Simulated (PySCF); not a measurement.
From one molecule to another.

First species: Cyclopentadiene, C5H6.
Z-matrix (Å and degrees, GFN2-xTB geometry), rows numbered from 1:
```
C 
C   1  1.3390
C   2  1.4929  1  109.46
C   3  1.4930  2  102.60  1     0.06
C   4  1.3390  3  109.47  2    -0.05
H   1  1.0754  2  126.89  3   179.94
H   2  1.0744  1  127.56  3  -179.94
H   3  1.0923  2  111.82  1  -119.97
H   3  1.0922  2  111.88  1   120.11
H   4  1.0744  3  122.97  2   179.98
H   5  1.0755  1  123.88  2  -179.95
```

Second species: C5H6.
SMILES: `C=CC#CC`

Levels: CAM-B3LYP/def2-SVPD for dipole moment, HOMO energy, LUMO energy, HOMO–LUMO gap, static isotropic polarisability and electronic spatial extent ⟨r²⟩ about the centre of nuclear charge; TDDFT CAM-B3LYP/def2-SVPD for lowest singlet excitation; TDA CAM-B3LYP/def2-SVPD for lowest triplet excitation (Tamm–Dancoff); GFN2-xTB for rotational constant A and rotational constant C. Geometries: GFN2-xTB. Each structure is a single optimised conformer of the isolated species, non-relativistic unless stated; the electronic structure was computed with PySCF and density fitting.

(1) Which of the two has the higher rotational constant C, and by how much?

(2) Which has the higher static isotropic polarisability?

(3) Which has the higher ⟨r²⟩?

(4) Which has the higher rotational constant A?

(5) Which has the higher dipole moment?

(6) Which has the higher HOMO energy?

(7) Which has the higher S1 energy?

(8) Which has the higher HOMO–LUMO gap?

Answers

(1) The first: 4.358 GHz against 2.070 GHz, a difference of 2.288 GHz.

(2) The second: 63.6 au against 54.7 au, a difference of 8.9 au.

(3) The second: 596 bohr² against 329 bohr², a difference of 267 bohr².

(4) The second: 34.219 GHz against 8.536 GHz, a difference of 25.683 GHz.

(5) The second: 0.62 D against 0.47 D, a difference of 0.15 D.

(6) The first: -7.64 eV against -7.98 eV, a difference of 0.34 eV.

(7) The second: 5.36 eV against 5.23 eV, a difference of 0.13 eV.

(8) The second: 8.45 eV against 8.27 eV, a difference of 0.18 eV.

On the first: A dipole of 0.47 D is allowed in C2v, and pure rotational transitions are dipole-allowed. The principal polarisabilities are 39.3, 60.0 and 64.7 au; their mean is the isotropic value.

On the second: No computed singlet falls in the visible range (750 to 380 nm, 1.65 to 3.26 eV); S1 lies 2.10 eV above its blue end. The principal polarisabilities are 41.0, 49.9 and 99.9 au; their mean is the isotropic value.
